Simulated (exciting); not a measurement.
## Fitting the PBE energy curve of KCl

Symmetry: Fm-3m, No. 225, cubic system. Conventional cell: a = 6.293 Å, b = 6.293 Å, c = 6.293 Å, α = 90.00°, β = 90.00°, γ = 90.00°. K (site symmetry m-3m) has 6 Cl at 3.15 Å as nearest neighbours. Cl (site symmetry m-3m) is surrounded by 6 K at 3.15 Å.

The cell was scaled at fixed shape and fractions and run with exciting, all-electron LAPW+lo, shipped species files, valence relativity iora*; PBE, k mesh 7 × 7 × 7 on the cell of 2 atoms, fermi-dirac occupations of 0.05 eV, no spin polarisation, no spin-orbit coupling. Energies are those that the program minimises, any entropy of the smearing included.

```csv
V (Å³/atom),energy over the lowest row (meV/atom)
29.2819,19.402
29.9049,11.983
30.5279,6.607
31.1509,?
31.7739,0.693
32.3969,0.000
33.0200,0.389
```

Question: Fit the third-order Birch-Murnaghan form, give V0, B0 and B′, and predict the energy left open.

Answer: With y = (V0/V)^(2/3), E = E0 + (9 V0 B0/16) [(y - 1)³ B′ + (y - 1)² (6 - 4y)]. Least squares through the rows shown give V0 = 32.4713 Å³/atom, E0 = -0.048 meV, B0 = 16.06 GPa (1 eV/Å³ = 160.218 GPa) and B′ = 5.21, with a largest miss of 0.044 meV. At V = 31.1509 the form with these constants gives 2.885 meV; the run gave 2.960 meV an atom. Measured volume: 31.15 Å³/atom at 298.15 K (a printed reference work), so the fit lies +4.2 % from it. The runs are for a static lattice.
